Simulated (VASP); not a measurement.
# TiAl (Pm-3m) in VASP: elastic constants with r2SCAN

Aim: the elastic constants of TiAl with r2SCAN.

All numbers are computed with VASP 6.6.1; they aren't measurements. Logs are shortened: lines on timing, memory, paths and dates and some standing lists are left out, and cuts for length are marked.

## (1) The structure

It takes space group Pm-3m (No. 221, cubic). Conventional cell: a = 3.179 Å, b = 3.179 Å, c = 3.179 Å, α = 90.00°, β = 90.00°, γ = 90.00°. Around Ti (site symmetry m-3m) lie 8 Al at 2.75 Å. Around Al (site symmetry m-3m) lie 8 Ti at 2.75 Å.

The cell comes from a database or a generator and needn't be the stable form of this composition.

## (2) Elastic constants, r2SCAN

Contents of POSCAR:

```
TiAl
1.0
    3.1790640000      0.0000000000      0.0000000000
    0.0000000000      3.1790640000      0.0000000000
    0.0000000000      0.0000000000      3.1790640000
Ti Al
1 1
Direct
    0.0000000000      0.0000000000      0.0000000000
    0.5000000000      0.5000000000      0.5000000000
```

Contents of INCAR.step1:

```
  PREC = Accurate
  ENCUT = 600
  EDIFF = 1E-8
  ISMEAR = 0
  SIGMA = 0.1
  LREAL = F
  LASPH = T
  NELM = 100
  ALGO = Normal
  ISIF = 3
  LWAVE = F
  LCHARG = F
  METAGGA = R2SCAN
  LMIXTAU = T
  IBRION = 2
  NSW = 40
  EDIFFG = -0.002
```

Contents of INCAR.step2:

```
  PREC = Accurate
  ENCUT = 600
  EDIFF = 1E-8
  ISMEAR = 0
  SIGMA = 0.1
  LREAL = F
  LASPH = T
  NELM = 100
  ALGO = Normal
  ISIF = 3
  LWAVE = F
  LCHARG = F
  METAGGA = R2SCAN
  LMIXTAU = T
  IBRION = 6
  NFREE = 2
  POTIM = 0.015
  NSW = 1
```

Contents of KPOINTS:

```
regular mesh
0
Gamma
  14 14 14
```

Potentials or basis: VASP PAW PBE potentials, release 64 (Ti_sv, Al).

Started as:

```bash
$ cat potpaw_PBE.64/Ti_sv/POTCAR potpaw_PBE.64/Al/POTCAR > POTCAR
$ cp INCAR.step1 INCAR
$ mpirun -np 1 vasp_std > vasp.out
$ cp CONTCAR POSCAR
$ cp INCAR.step2 INCAR
$ mpirun -np 1 vasp_std > vasp.out
```

OUTCAR:

```text
PREC = Accurate
   ENCUT = 600
   EDIFF = 1E-8
   ISMEAR = 0
   LREAL = F
   LASPH = T
   NELM = 100
   ISIF = 3
   METAGGA = R2SCAN
   IBRION = 6
   NFREE = 2
   POTIM = 0.015
   NSW = 1

 ion  position               nearest neighbor table
   1  0.000  0.000  0.000-   2 2.75   2 2.75   2 2.75   2 2.75   2 2.75   2 2.75   2 2.75   2 2.75

   2  0.500  0.500  0.500-   1 2.75   1 2.75   1 2.75   1 2.75   1 2.75   1 2.75   1 2.75   1 2.75

  LATTYP: Found a simple cubic cell.
 ALAT       =     3.1725207147

  Lattice vectors:

 A1 = (   3.1725207147,   0.0000000000,   0.0000000000)
 A2 = (   0.0000000000,   3.1725207147,   0.0000000000)
 A3 = (   0.0000000000,   0.0000000000,   3.1725207147)

Analysis of symmetry for initial positions (statically):
=====================================================================
 Subroutine PRICEL returns:
 Original cell was already a primitive cell.

 Routine SETGRP: Setting up the symmetry group for a
 simple cubic supercell.

 Subroutine GETGRP returns: Found 48 space group operations
 (whereof 48 operations were pure point group operations)
 out of a pool of 48 trial point group operations.

The static configuration has the point symmetry O_h .

Analysis of symmetry for dynamics (positions and initial velocities):
=====================================================================
 Subroutine PRICEL returns:
 Original cell was already a primitive cell.

 Routine SETGRP: Setting up the symmetry group for a
 simple cubic supercell.

 Subroutine GETGRP returns: Found 48 space group operations
 (whereof 48 operations were pure point group operations)
 out of a pool of 48 trial point group operations.

The dynamic configuration has the point symmetry O_h .

 Subroutine INISYM returns: Found 48 space group operations
 (whereof 48 operations are pure point group operations),
 and found     1 'primitive' translations

----------------------------------------------------------------------------------------

                                     Primitive cell

  volume of cell :      31.9311

  direct lattice vectors                    reciprocal lattice vectors
     3.172520715  0.000000000  0.000000000     0.315206768  0.000000000  0.000000000
     0.000000000  3.172520715  0.000000000     0.000000000  0.315206768  0.000000000
     0.000000000  0.000000000  3.172520715     0.000000000  0.000000000  0.315206768

  length of vectors
     3.172520715  3.172520715  3.172520715     0.315206768  0.315206768  0.315206768

  position of ions in fractional coordinates (direct lattice)
     0.000000000  0.000000000  0.000000000
     0.500000000  0.500000000  0.500000000

  ion indices of the primitive-cell ions
   primitive index   ion index
                 1           1
                 2           2

----------------------------------------------------------------------------------------

 KPOINTS: regular mesh

Automatic generation of k-mesh.
 Grid dimensions read from file:
 generate k-points for:   14   14   14

 Generating k-lattice:

  Cartesian coordinates                     Fractional coordinates (reciprocal lattice)
     0.022514769  0.000000000  0.000000000     0.071428571  0.000000000  0.000000000
     0.000000000  0.022514769  0.000000000     0.000000000  0.071428571  0.000000000
     0.000000000  0.000000000  0.022514769     0.000000000  0.000000000  0.071428571

  Length of vectors
     0.022514769  0.022514769  0.022514769

  Shift w.r.t. Gamma in fractional coordinates (k-lattice)
     0.000000000  0.000000000  0.000000000

 Subroutine IBZKPT returns following result:
 ===========================================

 Found    120 irreducible k-points:

 Following reciprocal coordinates:
            Coordinates               Weight
  0.000000  0.000000  0.000000      1.000000
  0.071429  0.000000  0.000000      6.000000
  0.142857  0.000000  0.000000      6.000000
  0.214286  0.000000  0.000000      6.000000
  0.285714  0.000000  0.000000      6.000000
  0.357143  0.000000  0.000000      6.000000
[... 62 lines left out ...]
   METAGGA = R2SCAN    functional components
   LHFCALC =     F    Hartree Fock is set to
   AEXX    =    0.0000 exact exchange contribution
   IVDW    =     0    specifies the selected vdW correction
   LEPSILON=     F    determine dielectric tensor
   LRPA    =     F    only Hartree local field effects (RPA)
 finite differences with symmetry
 non-spin polarized calculation
 Gauss-broadening in eV      SIGMA  =   0.10
  energy-cutoff  :      600.00
  volume of cell :       31.93
 maximum number of plane-waves:      1084
 NGX is ok and might be reduce to    28
   NGX = 13   NGY = 13   NGZ = 13

--------------------------------------- Ionic step        1  -------------------------------------------

 number of electron      15.0000003 magnetization

 Free energy of the ion-electron system (eV)
  ---------------------------------------------------
  ext. energy  EPLUGINS =         0.00000000
  ---------------------------------------------------
  free energy    TOTEN  =       -20.31600231 eV

  energy without entropy =      -20.30583412  energy(sigma->0) =      -20.31091822

------------------------ aborting loop because EDIFF is reached ----------------------------------------

  FORCE on cell =-STRESS in cart. coord.  units (eV):
  Direction    XX          YY          ZZ          XY          YZ          ZX
  --------------------------------------------------------------------------------------
  -------------------------------------------------------------------------------------
  Total       -0.0003270     -0.0003270     -0.0003270     -0.0000000     -0.0000000     -0.0000000
  in kB       -0.0164071     -0.0164071     -0.0164071     -0.0000000     -0.0000000     -0.0000000
  external PRESSURE =      -0.0164071 kB  Pullay stress =       0.0000000 kB
[... 89 lines left out ...]
  FREE ENERGIE OF THE ION-ELECTRON SYSTEM (eV)
  ---------------------------------------------------
  free  energy   TOTEN  =       -20.3134426597 eV

  energy  without entropy=      -20.3031464029  energy(sigma->0) =      -20.30829453

[... ionic steps 4 to 14 ...]

--------------------------------------- Ionic step       15  -------------------------------------------

 number of electron      15.0000003 magnetization

------------------------ aborting loop because EDIFF is reached ----------------------------------------
[... 67 lines left out ...]
--------------------------------------- Ionic step       17  -------------------------------------------

 number of electron      15.0000003 magnetization

 Free energy of the ion-electron system (eV)
  ---------------------------------------------------
  ext. energy  EPLUGINS =         0.00000000
  ---------------------------------------------------
  free energy    TOTEN  =       -20.31523004 eV

  energy without entropy =      -20.30506112  energy(sigma->0) =      -20.31014558

 E-fermi :   8.9183     XC(G=0): -11.9292

 val. band max:        8.9129731623   @ k =   0.3571   0.2143   0.1429
 cond. band min:       8.9191707647   @ k =   0.2857   0.2857   0.2143
 fundamental gap:      0.0061976024
 Fermi energy:         8.9183302152

 k-point     1 :       0.0000    0.0000    0.0000
  band No.  band energies     occupation
      1     -50.3608      2.00000
      2     -25.5160      2.00000
      3     -25.5160      2.00000
      4     -25.5159      2.00000
      5      -0.9926      2.00000
      6       7.2640      2.00000
      7       7.2640      2.00000
      8      10.9660      0.00000
      9      10.9662      0.00000
     10      10.9662      0.00000
     11      13.5509      0.00000
[... 309 lines left out ...]
 k-point    24 :       0.3571    0.2143    0.0000
  band No.  band energies     occupation
      1     -50.3412      2.00000
      2     -25.6594      2.00000
      3     -25.5730      2.00000
      4     -25.4963      2.00000
      5       1.6537      2.00000
      6       5.4434      2.00000
      7       7.5905      2.00000
      8       8.8393      1.73603
      9       9.6064      0.00000
     10      10.4890      0.00000
     11      11.9485      0.00000

 [... further k-points ...]

------------------------ aborting loop because EDIFF is reached ----------------------------------------

  FORCE on cell =-STRESS in cart. coord.  units (eV):
  Direction    XX          YY          ZZ          XY          YZ          ZX
  --------------------------------------------------------------------------------------
  -------------------------------------------------------------------------------------
  Total        0.0007370      0.0025315      0.0025315      0.0000000      0.0000000      0.0000000
  in kB        0.0369801      0.1270220      0.1270220      0.0000000      0.0000000      0.0000000
  external PRESSURE =       0.0970080 kB  Pullay stress =       0.0000000 kB
[... 17 lines left out ...]
  FREE ENERGIE OF THE ION-ELECTRON SYSTEM (eV)
  ---------------------------------------------------
  free  energy   TOTEN  =       -20.3152300423 eV

  energy  without entropy=      -20.3050611219  energy(sigma->0) =      -20.31014558

 INTERNAL STRAIN TENSORS FROM STRAINED CELLS
 ============================================

 INTERNAL STRAIN TENSOR FOR ION    1 for displacements in x,y,z  (eV/Angst):
          X           Y           Z          XY          YZ          ZX
  --------------------------------------------------------------------------------
  x     0.00000     0.00000     0.00000     0.00000     0.00000     0.00000
  y     0.00000     0.00000     0.00000     0.00000     0.00000     0.00000
  z     0.00000     0.00000     0.00000     0.00000     0.00000     0.00000

 INTERNAL STRAIN TENSORS FROM DISPLACED ATOMS
 ============================================

 INTERNAL STRAIN TENSOR FOR ION    1 for displacements in x,y,z  (eV/Angst):
          X           Y           Z          XY          YZ          ZX
  --------------------------------------------------------------------------------
  x     0.00000     0.00000     0.00000     0.00000     0.00000     0.00000
  y     0.00000     0.00000     0.00000     0.00000     0.00000     0.00000
  z     0.00000     0.00000     0.00000     0.00000     0.00000     0.00000

 INTERNAL STRAIN TENSOR FOR ION    2 for displacements in x,y,z  (eV/Angst):
          X           Y           Z          XY          YZ          ZX
  --------------------------------------------------------------------------------
  x     0.00000     0.00000     0.00000     0.00000     0.00000     0.00000
  y     0.00000     0.00000     0.00000     0.00000     0.00000     0.00000
  z     0.00000     0.00000     0.00000     0.00000     0.00000     0.00000

 Eigenvectors and eigenvalues of the dynamical matrix
 ----------------------------------------------------

   1 f  =    9.888111 THz    62.128831 2PiTHz  329.831864 cm-1    40.893921 meV
             X         Y         Z           dx          dy          dz
      0.000000  0.000000  0.000000     0.600666   -0.000000    0.000000
      1.586260  1.586260  1.586260    -0.799500   -0.000000    0.000000
[... 21 lines left out ...]
   6 f/i=    0.003966 THz     0.024921 2PiTHz    0.132304 cm-1     0.016404 meV
             X         Y         Z           dx          dy          dz
      0.000000  0.000000  0.000000    -0.039542   -0.798521   -0.000000
      1.586260  1.586260  1.586260    -0.029708   -0.599931    0.000000

--------------------------------------------------------------------------------------------------------

 ELASTIC MODULI CONTR FROM IONIC RELAXATION (kBar)
 Direction    XX          YY          ZZ          XY          YZ          ZX
 --------------------------------------------------------------------------------
 XX           0.0000      0.0000      0.0000      0.0000      0.0000      0.0000
 YY           0.0000      0.0000      0.0000      0.0000      0.0000      0.0000
 ZZ           0.0000      0.0000      0.0000      0.0000      0.0000      0.0000
 XY           0.0000      0.0000      0.0000      0.0000      0.0000      0.0000
 YZ           0.0000      0.0000      0.0000      0.0000      0.0000      0.0000
 ZX           0.0000      0.0000      0.0000      0.0000      0.0000      0.0000
 --------------------------------------------------------------------------------

 TOTAL ELASTIC MODULI (kBar)
 Direction    XX          YY          ZZ          XY          YZ          ZX
 --------------------------------------------------------------------------------
 XX        1041.1024   1280.4594   1280.4594      0.0000     -0.0000      0.0000
 YY        1280.4594   1041.1024   1280.4594      0.0000      0.0000      0.0000
 ZZ        1280.4594   1280.4594   1041.1024      0.0000      0.0000      0.0000
 XY           0.0000      0.0000      0.0000    761.6834      0.0000      0.0000
 YZ          -0.0000      0.0000      0.0000      0.0000    761.6834      0.0000
 ZX           0.0000      0.0000      0.0000      0.0000      0.0000    761.6834
 --------------------------------------------------------------------------------
```

Run time: 86 min. Hardware: 1 thread of Intel Xeon 6975P-C (Granite Rapids), shared host; peak memory 0.73 GiB.

Results:

* Relaxed volume: 15.97 Å³/atom
* Relaxed cell: a = 3.173 Å, b = 3.173 Å, c = 3.173 Å, α = 90.00°, β = 90.00°, γ = 90.00°
* Space group after relaxing (to 0.05 Å): Pm-3m (No. 221)
* Elastic constants C11, C12, C44: 104, 128, 76 GPa
* Voigt bulk modulus: 120 GPa
* Highest phonon frequency at Γ, LO-TO splitting left out: 330 cm⁻¹

The path:
```tsv
step	energy change (eV)	largest force (eV/Å)	pressure (GPa)	volume (Å³)
1	0.0000	0.0000	-0.74	32.13
2	-0.0002	0.0000	0.54	31.79
3	-0.0005	0.0000	0.00	31.93
```

Final structure:
```
Ti Al
1.0
     3.17252    0.00000    0.00000
     0.00000    3.17252    0.00000
     0.00000    0.00000    3.17252
Ti Al
1 1
Direct
  0.00000 0.00000 0.00000
  0.50000 0.50000 0.50000
```

Phonon frequencies in cm⁻¹ (negative: imaginary):
| q point | frequencies |
| --- | --- |
| (0.000, 0.000, 0.000) | 0 0 0 330 330 330 |

Elastic tensor in Voigt notation (GPa, in the Cartesian axes of the cell as first typed):
```
104 128 128   0   0   0
128 104 128   0   0   0
128 128 104   0   0   0
  0   0   0  76   0   0
  0   0   0   0  76   0
  0   0   0   0   0  76
```

Clamped-ion elastic tensor (GPa):
```
104 128 128   0   0   0
128 104 128   0   0   0
128 128 104   0   0   0
  0   0   0  76   0   0
  0   0   0   0  76   0
  0   0   0   0   0  76
```

Caveat: the elastic tensor has a negative eigenvalue, so either the cell is unstable as it stands or the mesh is too thin; the PAW data sets were made with another functional, which shifts forces and pressure a little.
